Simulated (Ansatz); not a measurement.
A crystal relaxed with r2SCAN+rVV10 in the PAW code Ansatz has space group P-3m1 (No. 164) and a = 4.249 Å, c = 34.431 Å.

```tsv
atom	site	x	y	z
Cd	2d	0.6667	0.3333	0.8000
Cd	2c	0.0000	0.0000	0.4000
Cd	1a	0.0000	0.0000	0.0000
Xx	2d	0.6667	0.3333	0.9501
Xx	2d	0.6667	0.3333	0.1501
Xx	2d	0.3333	0.6667	0.4499
Xx	2d	0.6667	0.3333	0.3501
Xx	2c	0.0000	0.0000	0.7501
```

The r2SCAN gap is indirect, 2.71 eV (k = (0, 1/8, -0.203) to L), below the direct gap of 2.87 eV at L–M (0.60 of the way from L). With HSE06 the valence top lies at k = (0, 1/8, -0.203) and the conduction bottom at L, 3.22 eV higher; the smallest vertical gap, at L–M (0.60 of the way from L), is 3.39 eV. Meshes: r2SCAN 12×12×2, HSE06 6×6×1.

Task: Which element is Xx?
A. Br
B. H
C. I
D. Cl

Result: C. Xx is I: CdI2 (P-3m1) from a database of computed structures. Cd has 6 I at 2.99–3.00 Å; Cd has 6 I at 3.00 Å; I has 3 Cd at 3.00 Å; I has 3 Cd at 2.99 Å.

The values are computed, spin-unpolarised, and not measurements.

No spin-orbit coupling is included; it can move band edges with weight on the heavy atoms by tenths of an eV.

Where an edge lies off the special points, it is a point of the mesh or the k point where a search put PBE's edge or least direct gap, reused for the other functionals, whose own edges may lie a little apart.

Coordinates of k points refer to the reciprocal vectors of the primitive cell of the runs.

The meshes of the hybrids are coarse, so their gaps aren't converged to the digits shown.
